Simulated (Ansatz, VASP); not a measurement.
## H2: VASP beside Ansatz

```xyz
2
Lattice="5.5557 0.0000 0.0000 -2.7779 4.8114 0.0000 0.0000 0.0000 22.8962" Properties=species:S:1:pos:R:3 pbc="T T T"
H    -1.3492    2.4048   15.8381
H    -1.3488    2.4048   15.0764
```

Alike in both runs: task single point; functional PBE; dispersion D3(BJ); k mesh 4 × 4 × 1; occupations gaussian, width 0.1 eV; no spin polarisation.

|  | VASP | Ansatz |
| --- | --- | --- |
| version | VASP 6.6.1 | Ansatz 0.2.0 |
| potentials or method | VASP PAW PBE potentials, release 64 (H) | scalar-relativistic, plane waves, PAW |
| plane-wave cutoff (eV) | 520 | 420 |
| valence electrons in the cell | 2 | 2 |

|  | VASP | Ansatz | Ansatz less VASP |
| --- | --- | --- | --- |
| gap on the k mesh at the Fermi level (eV) | 9.87 | 9.87 | -0.004 |
| least direct gap on the mesh (eV) | 9.89 | 9.89 | -0.004 |
| rms of the force components (eV/Å) | 0.223 | 0.217 | -0.0054 |

Atom by atom the forces differ by 0.005 eV/Å (rms over components). Ansatz warned: «structure_snapped_to_symmetry».

A hybrid or GW would open this gap; PBE tends to underestimate it.
